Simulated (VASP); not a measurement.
# ZnS: relaxation of the atoms with LDA

Crystal: ZnS.

```
CELL_PARAMETERS angstrom
0.00000 2.66864 2.66864
2.66864 0.00000 2.66864
2.66864 2.66864 0.00000
ATOMIC_POSITIONS crystal
Zn 0.25000 0.25000 0.25000
S 0.00000 0.00000 0.00000
```

The cell isn't the ideal one: a relaxed cell with its volume scaled by 1.02.

```
Program                : VASP 6.6.1
Task                   : relaxation of the atoms
Functional             : LDA
Potentials or basis    : VASP PAW LDA potentials, release 64 (Zn, S)
Cutoff                 : 600 eV
k mesh                 : 10 × 10 × 10
Occupations            : gaussian, width 0.03 eV
Spin                   : no spin polarisation
Further INCAR settings : ALGO = Fast; EDIFF = 1e-07; IBRION = 2; EDIFFG = -0.01; NSW = 40
```

The pressure after relaxing is -1.6 GPa and the band gap on the k mesh is 2.06 eV, direct.

Final structure:
```
CELL_PARAMETERS angstrom
0.00000 2.66864 2.66864
2.66864 0.00000 2.66864
2.66864 2.66864 0.00000
ATOMIC_POSITIONS crystal
Zn 0.25000 0.25000 0.25000
S 0.00000 0.00000 0.00000
```

Levels at points of the mesh, in eV from the valence-band top:
| k point | band 5 | band 6 | band 7 | band 8 | band 9 | band 10 | band 11 | band 12 | band 13 |
| --- | --- | --- | --- | --- | --- | --- | --- | --- | --- |
| (0.00, 0.00, 0.00) | -6.13 | -6.13 | 0.00 | 0.00 | 0.00 | 2.06 | 6.23 | 6.23 | 6.23 |
| (0.50, 0.00, 0.00) | -6.10 | -5.91 | -5.63 | -0.93 | -0.93 | 3.19 | 6.77 | 6.77 | 8.77 |
| (0.50, 0.50, 0.00) | -6.05 | -5.89 | -4.81 | -2.39 | -2.39 | 3.11 | 3.90 | 10.99 | 12.04 |

Run time: 22 s on 1 thread of Intel(R) Xeon(R) 6975P-C (Granite Rapids), on a shared host, peak memory 0.16 GiB.

Caveat: the relaxation stopped at its first step, so nothing moved.
